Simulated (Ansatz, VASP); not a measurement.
**AlN: VASP beside Ansatz**

```xyz
2
Lattice="0.0000 2.1862 2.1862 2.1862 0.0000 2.1862 2.1862 2.1862 0.0000" Properties=species:S:1:pos:R:3 pbc="T T T"
Al    0.0000    0.0000    0.0000
N     3.2793    3.2793    3.2793
```

Alike in both runs: functional PBE; dispersion D3(BJ); k mesh 10 × 10 × 10; occupations gaussian, width 0.02 eV; no spin polarisation.

Ansatz relaxed the structure, and its values are those at the end. VASP's run is a single point on that final structure, the one shown.

|  | VASP | Ansatz |
| --- | --- | --- |
| version | VASP 6.6.1 | Ansatz 0.2.0 |
| potentials or method | VASP PAW PBE potentials, release 64 (Al, N) | scalar-relativistic, plane waves, PAW |
| plane-wave cutoff (eV) | 520 | 420 |
| valence electrons in the cell | 8 | 8 |

Ansatz gave:

| Property | Result |
| --- | --- |
| gap on the k mesh at the Fermi level (eV) | 3.32 |
| least direct gap on the mesh (eV) | 4.16 |
| pressure (GPa) | 0.0 |

Task: Which values does VASP return?

Result: gap on the k mesh at the Fermi level (eV): 3.32; least direct gap on the mesh (eV): 4.17; pressure (GPa): -0.3.

A k mesh can miss the band edges.
